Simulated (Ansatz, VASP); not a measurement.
**GaN: VASP beside Ansatz**

INCAR

```
PREC     = Accurate       # precision mode
ENCUT    = 520            # plane-wave cutoff, eV
EDIFF    = 1E-6           # SCF threshold, eV
ISMEAR   = 0              # smearing method
SIGMA    = 0.05           # smearing width, eV
LREAL    = False          # projectors in reciprocal space
LASPH    = True           # aspherical terms in the spheres
NELM     = 80             # most SCF steps
ALGO     = Normal         # electronic algorithm
ISIF     = 2              # what is computed and relaxed
LWAVE    = False          # write WAVECAR
LCHARG   = False          # write CHGCAR
GGA      = CA             # functional
NBANDS   = 16             # bands
```

KPOINTS

```
Automatic mesh
0
Gamma
  12 12 12
```

The input POSCAR:

```
GaN
1.0
    0.0000000000      2.2535006075      2.2535006075
    2.2535006075      0.0000000000      2.2535006075
    2.2535006075      2.2535006075      0.0000000000
Ga N
1 1
Direct
    0.0000000000      0.0000000000      0.0000000000
    0.7500000000      0.7500000000      0.7500000000
```

Input for Ansatz:

```yaml
crystal:
  lattice:
    - [0.0, 2.2535006075, 2.2535006075]
    - [2.2535006075, 0.0, 2.2535006075]
    - [2.2535006075, 2.2535006075, 0.0]
  atoms:
    - { symbol: Ga, position: [0.0, 0.0, 0.0] }
    - { symbol: "N", position: [0.75, 0.75, 0.75] }
basis:
  ecutwfc: 420
kpoints:
  mp_grid: { grid: [12, 12, 12] }
hamiltonian:
  xc: lda
scf:
  occupations: { method: gaussian, width: 0.05 }
output:
  forces: true
  stress: true
  eigenvalues: true
  write_density: true
  write_potential: true
  elf: true
  volumetric_format: npy
```

The cell is a database's computed one.

Alike in both runs: task single point; functional LDA; k mesh 12 × 12 × 12; occupations gaussian, width 0.05 eV; no spin polarisation.

|  | VASP | Ansatz |
| --- | --- | --- |
| version | VASP 6.6.1 | Ansatz 0.2.0 |
| potentials or method | VASP PAW LDA potentials, release 64 (Ga_d, N) | scalar-relativistic, plane waves, PAW |
| plane-wave cutoff (eV) | 520 | 420 |
| valence electrons in the cell | 18 | 18 |

|  | VASP | Ansatz | Ansatz less VASP |
| --- | --- | --- | --- |
| gap on the k mesh at the Fermi level (eV) | 1.75 | 1.73 | -0.015 |
| least direct gap on the mesh (eV) | 1.75 | 1.73 | -0.015 |
| pressure (GPa) | -5.5 | -6.5 | -0.99 |

LDA gaps usually lie below the measured ones, often by a third to a half.
